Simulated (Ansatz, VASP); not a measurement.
# Ge in VASP and in Ansatz

Contents of INCAR:

```
  ALGO = Normal
  EDIFF = 1E-6
  ENCUT = 520
  GGA = PE
  ISIF = 2
  ISMEAR = 0
  LASPH = True
  LCHARG = False
  LREAL = False
  LWAVE = False
  NBANDS = 13
  NELM = 100
  PREC = Accurate
  SIGMA = 0.1
```

Contents of KPOINTS:

```
k-points
0
Gamma
  18 18 18
```

File POSCAR:

```
Ge
1.0
   -1.6785976116      1.6785976116      1.6785976116
    1.6785976116     -1.6785976116      1.6785976116
    1.6785976116      1.6785976116     -1.6785976116
Ge
1
Direct
    0.0000000000      0.0000000000      0.0000000000
```

Input for Ansatz:

```yaml
crystal:
  lattice:
    - [-1.6785976116, 1.6785976116, 1.6785976116]
    - [1.6785976116, -1.6785976116, 1.6785976116]
    - [1.6785976116, 1.6785976116, -1.6785976116]
  atoms:
    - { symbol: Ge, position: [0.0, 0.0, 0.0] }
basis:
  ecutwfc: 420
kpoints:
  mp_grid: { grid: [18, 18, 18] }
hamiltonian:
  xc: pbe
scf:
  occupations: { method: gaussian, width: 0.1 }
output:
  forces: true
  stress: true
  eigenvalues: true
```

Alike in both runs: task single point; functional PBE; k mesh 18 × 18 × 18; occupations gaussian, width 0.1 eV; no spin polarisation.

|  | VASP | Ansatz |
| --- | --- | --- |
| version | VASP 6.6.1 | Ansatz 0.2.0 |
| potentials or method | VASP PAW PBE potentials, release 64 (Ge_d) | scalar-relativistic, plane waves, PAW |
| plane-wave cutoff (eV) | 520 | 420 |
| valence electrons in the cell | 14 | 14 |

Ansatz gave:

- gap on the k mesh at the Fermi level (eV): none
- pressure (GPa): 1.5

Estimate VASP's values.

gap on the k mesh at the Fermi level (eV): none; pressure (GPa): 1.4.

A gap of «none» marks a metal or a gap that the smearing closes.
